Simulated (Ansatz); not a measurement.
A run of Ansatz 0.2.0 is set up as follows.

input.yaml

```yaml
crystal:
  lattice:
    - [0.0, 2.82685, 2.82685]
    - [2.82685, 0.0, 2.82685]
    - [2.82685, 2.82685, 0.0]
  atoms:
    - { symbol: As, position_ang: [4.240275, 4.240275, 4.240275] }
    - { symbol: Ga, position_ang: [0.0, 0.0, 0.0] }
hamiltonian:
  xc: hiss
  pseudopotentials: { kind: nc, source: spms }
kpoints:
  mp_grid: { grid: [5, 5, 5] }
scf:
  occupations: { method: gaussian, width: 0.025 }
  exx: { singularity: none }
output:
  forces: true
  stress: true
  eigenvalues: true
  write_density: true
  write_potential: true
  elf: true
  volumetric_format: npy
```

Potentials or basis: SPMS NC.

The run is started by

```console
$ ansatz run input.yaml --threads 1 --pin off --max-ram 2560MiB --backend cpu --events-out ev --progress --plain --runs-dir out
```

Question: What does it give for the pressure?

Answer: -4.6 GPa.

Question: Estimate the band gap on the k mesh.

Answer: 2.06 eV, direct.

Caveat: odd divisions of the mesh miss points on the zone boundary, where band edges often lie, so the gap on the mesh can be too wide; the potentials were made for another functional, which shifts forces and pressure; the thresholds are loose for stress.

The gap isn't set beside the measured one, since this odd mesh misses points on the zone boundary.
